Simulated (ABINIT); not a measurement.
The system is Ta.

```
Ta
1.0
    -1.65128    1.65128    1.65128
     1.65128   -1.65128    1.65128
     1.65128    1.65128   -1.65128
Ta
1
Direct
  0.00000 0.00000 0.00000
```

| Item | Value |
| --- | --- |
| Program | ABINIT 10.8.3 (patched build) |
| Task | single point |
| Functional | PBE |
| Potentials or basis | JTH PAW PBE v2.0 |
| Cutoff | 408 eV |
| k mesh | 11 × 11 × 11 |
| Occupations | fermi-dirac, width 0.05 eV |
| Spin | no spin polarisation |

On this cell: band gap on the k mesh none (metal or under the smearing width).

The same run follows on a disturbed copy (cell strained at random at fixed volume):

```xyz
1
Lattice="-1.6207 1.6546 1.6292 1.6978 -1.6262 1.6778 1.6224 1.6279 -1.6008" Properties=species:S:1:pos:R:3 pbc="T T T"
Ta   -0.0498    0.0348   -0.0299
```

Task: What changes?

Result: The energy (extrapolated to zero smearing) moves by +14.8 meV/atom; band gap on the k mesh none (metal or under the smearing width).
